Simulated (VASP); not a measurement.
Se, 4 atoms in the cell. Symmetry: P2_12_12, No. 18, orthorhombic system. Conventional cell: a = 4.868 Å, b = 7.909 Å, c = 2.740 Å, α = 90.00°, β = 90.00°, γ = 90.00°. Se (site symmetry 1) has 1 Se at 2.31 Å as nearest neighbours. This isn't the form of Se at room conditions, which is trigonal, of chains.

```yaml
Program: VASP 6.6.1
Task: single point
Functional: PBEsol
Potentials_or_basis: VASP PAW PBE potentials, release 64 (Se)
Cutoff: 520 eV
k_mesh: 4 × 2 × 6
Occupations: gaussian, width 0.1 eV
Spin: no spin polarisation
Dipole_correction: no
Further_INCAR_settings: ALGO = Normal; EDIFF = 1e-06; NBANDS = 20
```

Potentials or basis: VASP PAW PBE potentials, release 64 (Se).

Launch:

```bash
$ cat potpaw_PBE.64/Se/POTCAR > POTCAR
$ mpirun -np 1 vasp_std > vasp.out
```

Hardware: 1 thread of Intel(R) Xeon(R) 6975P-C (Granite Rapids), with other jobs on the host.

Problem. How long does it take, and how much memory?

Solution. It took 15 s on 1 thread of Intel(R) Xeon(R) 6975P-C (Granite Rapids), with other jobs on the host, peak memory 0.2 GiB. Counts: scf iterations 11, k points 24.
